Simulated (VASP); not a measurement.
CsBr (CsCl type) relaxed at rising pressure, in one space group throughout; other phases were not tried. The pressures are those reached. These are LDA (Ceperley-Alder, Perdew-Zunger), VASP's LDA PAW potentials (set 64) (plane waves; VASP) values and carry that method's errors.

```csv
P (GPa),V (Å³/atom),k-mesh
0.02,35.622,7×7×7
4.99,30.478,7×7×7
9.97,27.821,7×7×7
19.94,24.698,7×7×7
29.93,22.750,7×7×7
```

A change of mesh leaves a small step in the series.

Fit an equation of state and predict the volume at 45.05 GPa.

Least squares on the third-order Birch-Murnaghan form, P = (3B0/2)(y⁷ − y⁵)[1 + (3/4)(B′ − 4)(y² − 1)] with y = (V0/V)^(1/3), gives V0 = 35.625 Å³/atom, B0 = 22 GPa and B′ = 4.9, and so 20.799 Å³/atom. The run gave 20.765 Å³/atom, -0.2 % from the fit.

Pressures at which the relaxation failed are left out.

The compound is CsBr in the CsCl type structure.
